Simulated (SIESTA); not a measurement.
# CuAu in SIESTA: the effect of strain zz

CuAu:

```xyz
2
Lattice="2.8107 0.0000 0.0000 0.0000 2.8107 0.0000 0.0000 0.0000 3.5376" Properties=species:S:1:pos:R:3 pbc="T T T"
Au    0.0000    0.0000    0.0000
Cu    1.4054    1.4054    1.7688
```

The cell isn't the ideal one: cell strained along z.

Alike in all runs:

```yaml
Program: SIESTA 5.4.2
Task: band structure
Functional: PBEsol
Potentials_or_basis: PseudoDojo 0.4 standard (PBEsol files)
Basis: DZP (energy shift 0.003 Ry; two zetas on semicore shells)
Grid_cutoff: 800 Ry
Energy_shift: 0.003 Ry
k_mesh: 9 × 9 × 7
Occupations: fermi-dirac, width 0.05 eV
Spin: no spin polarisation
```

```tsv
strain zz	pressure (GPa)
-0.04	3.7
-0.02	-0.3
0	?
0.02	-6.1
0.04	-8.7
```

Q: What does the run with strain zz 0 give?

A: Pressure -3.5 GPa.

Worked out: A parabola through the other rows of the pressure, of slope -153 GPa per unit of strain zz there, gives -3.4 GPa, against the run's -3.5.

Caveats: short orbitals over semicore shells can move pressures by several GPa; the basis of atomic orbitals isn't converged, which shifts pressures, moduli and gaps.
